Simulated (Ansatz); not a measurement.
NaBr (rock salt)

```yaml
crystal:
  lattice:
    - [0.00000, 6.03598, 6.03598]
    - [3.01799, 0.00000, 3.01799]
    - [3.01799, 3.01799, 0.00000]
  atoms:
    - { symbol: Br, position: [0.00000, 0.00000, 0.00000] }
    - { symbol: Br, position: [0.50000, 0.00000, 0.00000] }
    - { symbol: Na, position: [0.25000, 0.50000, 0.50000] }
    - { symbol: Na, position: [0.75000, 0.50000, 0.50000] }
```

In each cell atom 4 (Na, nearest neighbour Br at 3.018 Å; its periodic images, 4.3 Å or more away, move with it) moves by s·(0.000, 0.000, 1.000) (along Cartesian z), the rest being held.

Computed with PBE (plane waves to 420 eV, PAW, scalar-relativistic; Ansatz, a quantum-chemistry and plane-wave program). k mesh 4×8×8 (Γ-centred), Fermi-Dirac smearing 0.05 eV. E stands for the smeared free energy. NaBr was relaxed with its symmetry unable to fall. The zero of ΔE is the undisplaced structure.

| s (Å) | ΔE (meV/cell) |
|---|---|
| -0.300 | 69.6 |
| -0.240 | withheld |
| -0.180 | 23.1 |
| -0.120 | 10.0 |
| -0.060 | 2.5 |
| 0.000 | 0.0 |
| 0.060 | 2.5 |
| 0.120 | 10.0 |
| 0.180 | 23.1 |
| 0.240 | withheld |
| 0.300 | 69.6 |

**Question.** Fit an even polynomial form (powers 2, 4) to the given rows and predict ΔE at s = -0.240.

**Answer.** Least squares on the 9 given rows: ΔE = (679.4)·s² + (1044)·s⁴, in meV/cell with s in Å; root-mean-square residual 0.02 meV/cell. At -0.240 the fit gives 42.6 meV/cell; the calculation gives 42.5 meV/cell, so the interpolation is off by 0.1 (+0.2 %). The quadratic term alone would give 39.1 meV/cell.

(A displaced cell: forces are minus the slopes of the energy, force constants its curvatures, and phonons follow from these.)
